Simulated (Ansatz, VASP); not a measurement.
MgS in VASP and in Ansatz

File INCAR:

```
ALGO     = Normal         # electronic algorithm
EDIFF    = 1E-6           # SCF threshold, eV
ENCUT    = 520            # plane-wave cutoff, eV
GGA      = PE             # functional
ISIF     = 2              # what is computed and relaxed
ISMEAR   = 0              # smearing method
LASPH    = T              # aspherical terms in the spheres
LCHARG   = F              # write CHGCAR
LREAL    = F              # projectors in reciprocal space
LWAVE    = F              # write WAVECAR
NBANDS   = 11             # bands
NELM     = 80             # most SCF steps
PREC     = Accurate       # precision mode
SIGMA    = 0.05           # smearing width, eV
```

The input KPOINTS:

```
k-points
0
Gamma
  8 8 8
```

POSCAR

```
MgS
1.0
    0.0000000000      2.6016500000      2.6016500000
    2.6016500000      0.0000000000      2.6016500000
    2.6016500000      2.6016500000      0.0000000000
Mg S
1 1
Direct
   -0.0509609369      0.0000000000      0.0000000000
    0.5000000000      0.5000000000      0.5000000000
```

Input for Ansatz:

```yaml
crystal:
  lattice:
    - [0.0, 2.60165, 2.60165]
    - [2.60165, 0.0, 2.60165]
    - [2.60165, 2.60165, 0.0]
  atoms:
    - { symbol: Mg, position: [-0.0509609369, 0.0, 0.0] }
    - { symbol: S, position: [0.5, 0.5, 0.5] }
basis:
  ecutwfc: 420
kpoints:
  mp_grid: { grid: [8, 8, 8] }
hamiltonian:
  xc: pbe
scf:
  occupations: { method: gaussian, width: 0.05 }
output:
  forces: true
  stress: true
  eigenvalues: true
```

Change from the starting cell: all Mg atoms moved +0.188 Å, as atom 1 towards its neighbour atom 1 (Mg) at 3.679 Å.

Alike in both runs: task single point; functional PBE; k mesh 8 × 8 × 8; occupations gaussian, width 0.05 eV; no spin polarisation.

|  | VASP | Ansatz |
| --- | --- | --- |
| version | VASP 6.6.1 | Ansatz 0.2.0 |
| potentials or method | VASP PAW PBE potentials, release 64 (Mg, S) | scalar-relativistic, plane waves, PAW |
| plane-wave cutoff (eV) | 520 | 420 |
| valence electrons in the cell | 8 | 16 |

```csv
,VASP,Ansatz,Ansatz less VASP
gap on the k mesh at the Fermi level (eV),2.78,2.80,+0.015
least direct gap on the mesh (eV),3.70,3.71,+0.013
pressure (GPa),2.0,2.3,+0.30
largest component of the traceless stress (GPa),1.45,1.45,-0.003
rms of the force components (eV/Å),0.319,0.319,-0.0001
```

Atom by atom the forces differ by 0.000 eV/Å (rms over components). The two sets of potentials don't hold the same shells in valence.

A k mesh can miss the band edges.
